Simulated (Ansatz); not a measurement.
# SiC: the cost of one run

Program: Ansatz 0.2.0. Level of theory: DFT PBEsol, scalar-relativistic. These are calculated values, not measurements.

## 1. Starting point

It takes space group P6_3mc (No. 186, hexagonal). The conventional cell has a = 3.076 Å, b = 3.076 Å, c = 5.048 Å, α = 90.00°, β = 90.00°, γ = 120.00°. Si (site symmetry 3m) is surrounded by 4 C at 1.87 to 1.94 Å. C (site symmetry 3m) has 4 Si at 1.87 to 1.94 Å as nearest neighbours.

As a file:

```
CELL_PARAMETERS angstrom
3.07600 0.00000 0.00000
-1.53800 2.66389 0.00000
0.00000 0.00000 5.04800
ATOMIC_POSITIONS crystal
Si 0.33333 0.66667 0.00000
Si 0.66667 0.33333 0.50000
C 0.33333 0.66667 0.38500
C 0.66667 0.33333 0.88500
```

The cell is a deposited one (Crystallography Open Database entry 9008875); the temperature and pressure of the measurement aren't taken into account, and nothing was relaxed.

Atoms are numbered in the order of the input: Si1, Si2, C3, C4.

## 2. Volume × 0.94, LAPW

input.yaml reads:

```yaml
crystal:
  lattice:
    - [3.0132051134, 0.0, 0.0]
    - [-1.5066025567, 2.6095121751, 0.0]
    - [0.0, 0.0, 4.9449506768]
  atoms:
    - { symbol: Si, position: [0.3333333333, 0.6666666667, 0.0] }
    - { symbol: Si, position: [0.6666666667, 0.3333333333, 0.5] }
    - { symbol: C, position: [0.3333333333, 0.6666666667, 0.385] }
    - { symbol: C, position: [0.6666666667, 0.3333333333, 0.885] }
kpoints:
  mp_grid: { grid: [15, 15, 8] }
  band_path:
    path:
      - [0.0, 0.0, 0.0]
      - [0.5, 0.0, 0.0]
      - [0.3333333333, 0.3333333333, 0.0]
      - [0.0, 0.0, 0.0]
      - [0.0, 0.0, 0.5]
      - [0.5, 0.0, 0.5]
      - [0.3333333333, 0.3333333333, 0.5]
      - [0.0, 0.0, 0.5]
      - [0.5, 0.0, 0.5]
    npoints: 5
scf:
  occupations: { method: fermi_dirac, width: 0.08 }
hamiltonian:
  xc: pbesol
  pseudopotentials: { kind: all_electron, lapw: { basis_error: 0.001 } }
output:
  forces: true
  stress: true
  eigenvalues: true
```

Launch:

```console
> ansatz run input.yaml --threads 1 --pin off --max-ram 6144MiB --backend cpu --events-out ev --progress --plain --runs-dir out
```

Q: Estimate wall time and peak memory on 1 thread of Intel Xeon 6975P-C (Granite Rapids), shared host.

About 33 s, with a peak of 0.59 GiB.
